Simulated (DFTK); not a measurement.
## AlN under changes of volume

One of the cells (10.451 Å³/atom); the others are scaled copies at fixed shape and fractional positions:

```
Al N
1.0
     3.11300    0.00000    0.00000
    -1.55650    2.69594    0.00000
     0.00000    0.00000    4.98100
Al N
2 2
Direct
  0.66667 0.33333 0.50000
  0.33333 0.66667 0.00000
  0.66667 0.33333 0.88000
  0.33333 0.66667 0.38000
```

| Item | Value |
| --- | --- |
| Program | DFTK 0.8.2 |
| Functional | PBEsol |
| Potentials or basis | dojo.nc.sr.pbesol.v0_4_1.standard.upf (PBEsol) |
| Cutoff | 1143 eV |
| k mesh | 10 × 10 × 6 |
| Occupations | fermi-dirac, width 0.05 eV |
| Spin | no spin polarisation |

```csv
volume (Å³/atom),energy over the lowest point (meV/atom),pressure (GPa),gap on the mesh (eV),largest force (eV/Å)
9.824,26.77,14.2,4.69,0.182
10.033,?,?,?,?
10.242,2.90,4.4,4.31,0.148
10.451,0.00,0.1,4.14,0.132
10.660,2.38,-3.7,3.96,0.117
10.869,9.54,-7.2,3.80,0.104
11.078,21.03,-10.4,3.64,0.091
```

**Question.** What does the run at 10.033 Å³/atom give?

**Answer.** Energy over the lowest point 11.62 meV/atom; pressure 9.1 GPa; gap on the mesh 4.50 eV; largest force 0.164 eV/Å.

Worked out: A Birch-Murnaghan fit of order 3 (a polynomial in V^(-2/3)) to the other rows has its minimum at 10.46 Å³/atom with B0 = V·E''(V) = 201 GPa and B' = 3.9 at fixed shape and positions, which overstates the stiffness. It gives 11.62 meV/atom at 10.033 Å³/atom, against the run's 11.62, and -dE/dV = 9.1 GPa, against 9.1. A straight line through the other rows of the gap, of slope -8.74 eV per unit of ln V (its deformation potential), gives 4.50 eV, against the run's 4.50.

Energies are extrapolated to zero smearing.

A mesh can miss the band edges.
